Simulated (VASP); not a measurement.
## BAs: relaxation of the atoms with PBE

The system is BAs.

```
CELL_PARAMETERS angstrom
0.00000 2.45565 2.45565
2.45565 0.00000 2.45565
2.45565 2.45565 0.00000
ATOMIC_POSITIONS crystal
B 0.00000 0.00000 0.00000
As 0.25000 0.25000 0.25000
```

The cell isn't the ideal one: a relaxed cell with its volume scaled by 1.06.

| Quantity | Value |
| --- | --- |
| Program | VASP 6.6.1 |
| Task | relaxation of the atoms |
| Functional | PBE |
| Potentials or basis | VASP PAW PBE potentials, release 64 (B_s, As) |
| Cutoff | 300 eV |
| k mesh | 5 × 5 × 5 |
| Occupations | gaussian, width 0.03 eV |
| Spin | no spin polarisation |
| Further INCAR settings | ALGO = Normal; EDIFF = 1e-07; IBRION = 2; EDIFFG = -0.01; NSW = 40 |

The band gap on the k mesh is 1.25 eV, indirect (least direct gap 3.17 eV).

Final structure:
```xyz
2
Lattice="0.0000 2.4556 2.4556 2.4556 0.0000 2.4556 2.4556 2.4556 0.0000" Properties=species:S:1:pos:R:3 pbc="T T T"
B     0.0000    0.0000    0.0000
As    1.2278    1.2278    1.2278
```

Levels at points of the mesh, in eV from the valence-band top:
| k point | band 2 | band 3 | band 4 | band 5 | band 6 | band 7 |
| --- | --- | --- | --- | --- | --- | --- |
| (0.00, 0.00, 0.00) | 0.00 | 0.00 | 0.00 | 3.17 | 3.17 | 3.17 |

Wall time 5.4 s on 1 thread of Intel(R) Xeon(R) Platinum 8488C (Sapphire Rapids) (shared host), peak memory 0.11 GiB.

Caveat: the k mesh is coarse (spacing up to 0.44 Å⁻¹), so the values aren't converged; the relaxation stopped at its first step, so nothing moved; an odd mesh through Γ misses points on the zone boundary, where band edges often lie.
